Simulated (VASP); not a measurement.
# KI: molecular dynamics with a thermostat

KI, Cmcm (no. 63), 8 atoms in the cell. PBE, molecular dynamics; PAW potentials I, K_pv (PBE set).

Ensemble: Nose-Hoover; Target temperature (K): 600.

## Input

INCAR:
```
SYSTEM = KI
GGA      = PE             ! functional
PREC     = Normal         ! precision mode
ENCUT    = 200            ! plane-wave cutoff, eV
EDIFF    = 1E-6           ! SCF threshold, eV
NELMIN   = 4            
NELM     = 60             ! most SCF steps
ALGO     = Normal         ! electronic algorithm
LREAL    = Auto         
LASPH    = .True.         ! aspherical terms in the spheres
ISMEAR   = 0              ! smearing method
SIGMA    = 0.05           ! smearing width, eV
ISYM     = 0            
LWAVE    = .False.        ! write WAVECAR
LCHARG   = .False.        ! write CHGCAR
IBRION   = 0              ! ionic algorithm
NSW      = 60             ! ionic steps
POTIM    = 2.0            ! step
TEBEG    = 600          
ISIF     = 2              ! what is computed and relaxed
RANDOM_SEED= 11407 0 0    
MDALGO   = 2            
SMASS    = 0            
KPAR     = 2             
```

KPOINTS:
```
k-points
0
Monkhorst-Pack
  2 2 2
```

POSCAR:
```
KI
1.0
    5.0253200000      0.0000000000      0.0000000000
    0.0000000000      8.5104540000      0.0000000000
    0.0000000000      0.0000000000      8.6765890000
I K
4 4
Direct
    0.5000000000      0.3402300000      0.7500000000
    0.5000000000      0.6597700000      0.2500000000
    0.0000000000      0.8402300000      0.7500000000
    0.0000000000      0.1597700000      0.2500000000
    0.5000000000      0.0000000000      0.0000000000
    0.5000000000      0.0000000000      0.5000000000
    0.0000000000      0.5000000000      0.0000000000
    0.0000000000      0.5000000000      0.5000000000
```

Commands:
```
cat potpaw_PBE.64/I/POTCAR potpaw_PBE.64/K_pv/POTCAR > POTCAR
mpirun -np 2 vasp_std > vasp.out
```

## Result

- Mean temperature (K): 616
- Spread of the conserved energy (meV/atom): 0.08
- Rise of the mean potential energy above the start (meV/atom): 47.0
- Electronic steps per ionic step after the first: 4.2

Course of the run:

| Time (fs) | Temperature (K) | Potential energy less the first (meV/atom) | Conserved energy less the first (meV/atom) |
|---|---|---|---|
| 2 | 600 | 0.0 | 0.00 |
| 12 | 586 | 1.7 | 0.01 |
| 20 | 560 | 5.3 | 0.02 |
| 30 | 525 | 12.6 | 0.01 |
| 38 | 503 | 20.6 | 0.01 |
| 48 | 497 | 33.1 | -0.00 |
| 56 | 518 | 44.6 | -0.00 |
| 66 | 593 | 59.4 | 0.02 |
| 74 | 694 | 70.1 | 0.03 |
| 84 | 831 | 79.1 | -0.02 |
| 92 | 862 | 82.0 | -0.05 |
| 102 | 744 | 82.2 | -0.01 |
| 110 | 595 | 81.8 | 0.01 |
| 120 | 453 | 81.8 | -0.01 |

REPORT:
```
MDALGO =   2
               SCALING =       0
                 CNEXP =     9.000   14.000
           RANDOM_SEED =             11407                0                0

   original number of atomic DOF:         21
   number of independent constraints:      0
   number of active DOF:                  21

========================================
         MD step No.       1
========================================

  Atomic velocities initialized by STEP_tb

  >Energies
                    E_tot             E_pot             E_kin               EPS                ES
   e_b>   -0.21515734E+02   -0.22058572E+02    0.54283778E+00    0.00000000E+00    0.00000000E+00

  >Temperature
               T_sim     T_inst
   tmprt>    600.000    599.936

  >Thermostat:
           s(n+1) sdot(n+1)      s(n)   sdot(n)        Qs
   s_b>  -0.00000  -0.00000   0.00000   0.00000   0.13450

           RANDOM_SEED =             11407               48                0

[... steps left out ...]

========================================
         MD step No.      60
========================================

  >Energies
                    E_tot             E_pot             E_kin               EPS                ES
   e_b>   -0.21515790E+02   -0.21404273E+02    0.40976700E+00    0.21163018E-01   -0.54244687E+00

  >Temperature
               T_sim     T_inst
   tmprt>    600.000    452.869

  >Thermostat:
           s(n+1) sdot(n+1)      s(n)   sdot(n)        Qs
   s_b>  -0.47927   0.01870  -0.49959   0.02193   0.13450

           RANDOM_SEED =             11407               48                0
```

OSZICAR:
```
N       E                     dE             d eps       ncg     rms          rms(c)
DAV:   1     0.242848794800E+03    0.24285E+03   -0.14042E+04   272   0.680E+02
DAV:   2    -0.448420067734E+01   -0.24733E+03   -0.24364E+03   355   0.194E+02
DAV:   3    -0.220328890420E+02   -0.17549E+02   -0.17534E+02   286   0.468E+01
DAV:   4    -0.223983623684E+02   -0.36547E+00   -0.36534E+00   360   0.843E+00
DAV:   5    -0.224063323986E+02   -0.79700E-02   -0.79698E-02   312   0.108E+00    0.510E+00
DAV:   6    -0.220527375532E+02    0.35359E+00   -0.66750E-01   304   0.344E+00    0.380E+00
DAV:   7    -0.220389870638E+02    0.13750E-01   -0.66155E-01   304   0.307E+00    0.155E+00
DAV:   8    -0.220560657361E+02   -0.17079E-01   -0.52644E-02   288   0.992E-01    0.152E-01
DAV:   9    -0.220570784871E+02   -0.10128E-02   -0.12576E-03   368   0.159E-01    0.110E-01
DAV:  10    -0.220581535715E+02   -0.10751E-02   -0.66370E-04   272   0.103E-01    0.497E-02
DAV:  11    -0.220585662385E+02   -0.41267E-03   -0.55441E-04   280   0.974E-02    0.112E-02
DAV:  12    -0.220585719950E+02   -0.57564E-05   -0.19867E-05   304   0.151E-02    0.118E-02
[... left out ...]
     58 T=   500. E= -.21515746E+02 F= -.21404909E+02 E0= -.21404909E+02  EK= 0.45284E+00 SP= -.60E+00 SK= 0.32E-01
     59 T=   475. E= -.21515767E+02 F= -.21404691E+02 E0= -.21404691E+02  EK= 0.42977E+00 SP= -.57E+00 SK= 0.27E-01
[... last step whole ...]
       N       E                     dE             d eps       ncg     rms          rms(c)
DAV:   1    -0.214042723093E+02    0.41893E-03   -0.20255E-03   151   0.716E-01    0.193E-03
DAV:   2    -0.214042732231E+02   -0.91376E-06   -0.11348E-05   279   0.127E-02    0.114E-03
DAV:   3    -0.214042732204E+02    0.27344E-08   -0.10689E-07   139   0.152E-03    0.896E-04
DAV:   4    -0.214042732172E+02    0.32023E-08   -0.22801E-08   135   0.736E-04
     60 T=   453. E= -.21515790E+02 F= -.21404273E+02 E0= -.21404273E+02  EK= 0.40977E+00 SP= -.54E+00 SK= 0.21E-01
```

Limits: 120 fs of 8 atoms are too short for converged averages; the cell is only 5.0 Å across, so each atom moves in step with near copies of itself.

VASP 6.6.1 took 452 s on 2 cores (AMD EPYC 7R43 (Zen 3)), a shared host.
